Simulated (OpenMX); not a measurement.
Crystal: Ta2N.

```
Ta N
1.0
     3.11286    0.00000    0.00000
    -1.55643    2.69582    0.00000
     0.00000    0.00000    4.86984
Ta N
2 1
Direct
  0.33333 0.66667 0.25471
  0.66667 0.33333 0.74529
  0.00000 0.00000 0.00000
```

The cell comes from a database or a generator and needn't be the stable form of this composition.

Base run:

| Item | Value |
| --- | --- |
| Program | OpenMX 3.8.5 |
| Functional | PBE |
| Potentials or basis | OpenMX 2013 PBE set, Ta7.0-s3p2d2, N6.0-s2p2, grid cutoff 400 Ry |
| k mesh | 7 × 7 × 5 |
| Occupations | fermi-dirac, width 0.05 eV |
| Spin | no spin polarisation |

Its results: pressure 1.6 GPa; largest force 0.733 eV/Å.

The run is repeated on the same cell with these changes: potentials or basis from OpenMX 2013 PBE set, Ta7.0-s3p2d2, N6.0-s2p2, grid cutoff 400 Ry to OpenMX 2013 PBE set, Ta7.0-s3p2d2f1, N6.0-s2p2d1, grid cutoff 400 Ry. What comes out?

Pressure -3.1 GPa; largest force 0.036 eV/Å.

Caveats: the basis of atomic orbitals isn't converged, which shifts pressures, moduli and gaps.
